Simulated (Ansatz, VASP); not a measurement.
**BaTiO3: VASP beside Ansatz**

```
Ba Ti O
1.0
     3.99410    0.00000    0.00000
     0.00000    3.99410    0.00000
     0.00000    0.00000    3.99410
Ba Ti O
1 1 3
Direct
  0.50000 0.50000 0.50000
  0.00000 0.00000 0.00000
  0.50000 0.00000 0.00000
  0.00000 0.50000 0.00000
  0.00000 0.00000 0.50000
```

Alike in both runs: task single point; functional PBE; k mesh 6 × 6 × 6; occupations fermi-dirac, width 0.02 eV; no spin polarisation.

```csv
,VASP,Ansatz
version,VASP 6.6.1,Ansatz 0.2.0
potentials or method,"VASP PAW PBE potentials, release 64 (Ba_sv, Ti_sv, O)","plane waves, PAW"
plane-wave cutoff (eV),520,420
valence electrons in the cell,40,40
```

|  | VASP | Ansatz | Ansatz less VASP |
| --- | --- | --- | --- |
| gap on the k mesh at the Fermi level (eV) | 1.76 | 1.82 | +0.065 |
| pressure (GPa) | 5.0 | 3.2 | -1.80 |

The functional is the same, so the differences come from potentials, cutoffs and numerics.

Caveats: spin-orbit coupling is left out, which moves the levels of the heavy elements. A k mesh can miss the band edges.
